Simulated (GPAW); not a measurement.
BaTiO3:

```xyz
5
Lattice="4.0060 0.0000 0.0000 0.0000 4.0060 0.0000 0.0000 0.0000 4.0060" Properties=species:S:1:pos:R:3 pbc="T T T"
Ba    2.0030    2.0030    2.0030
Ti    0.0000    0.0000    0.0000
O     0.0000    0.0000    2.0030
O     0.0000    2.0030    0.0000
O     2.0030    0.0000    0.0000
```

Program: GPAW 26.7.0. Alike in all runs: cell as given; cutoff (eV) 800; smearing fermi-dirac 0.05 eV.

Task: Order these runs on this cell by their band gap on the k mesh, lowest first.
A. level LDA; potentials or basis the program's PAW data sets (release 1.2.1) made for this functional, pw; spin SOC, no magnetisation; k mesh 6 × 6 × 6; band path GXMGRX,MR; band points 60; spin axis theta (degrees) 90; spin axis phi (degrees) 45; soc after scf second variation
B. level PBEsol+U; potentials or basis PAW data sets generated in the run's folder for this functional, pw; spin off; U Ti d U = 6 eV; k mesh 7 × 7 × 7; band path GXMGRX,MR; band points 80
C. level PBEsol+U; potentials or basis PAW data sets generated in the run's folder for this functional, pw; spin off; U Ti d U = 1 eV; k mesh 7 × 7 × 7; band path GXMGRX,MR; band points 80
D. level TB-mBJ; potentials or basis GPAW PAW data sets for LDA (gpaw-data 1.2.1), pw; spin off; k mesh 6 × 6 × 6
E. level r2SCAN; potentials or basis GPAW PAW data sets (gpaw-data 1.2.1), pw; spin off; k mesh 7 × 7 × 7; band path GXMGRX,MR; band points 80

Result: A (1.67 eV), C (1.92 eV), E (2.20 eV), D (2.50 eV), B (2.67 eV).

Caveats: spin-orbit coupling is left out, which moves the levels of the heavy elements (some runs); a model potential gives levels but no total energy (some runs); spin-orbit coupling was added after a scalar SCF, so levels and gaps hold it while energy, forces, pressure and moments don't (some runs); this program's spin-orbit splittings come out too wide for heavy elements (some runs).

A k mesh can miss the band edges.

Not every run made on this cell is shown here.
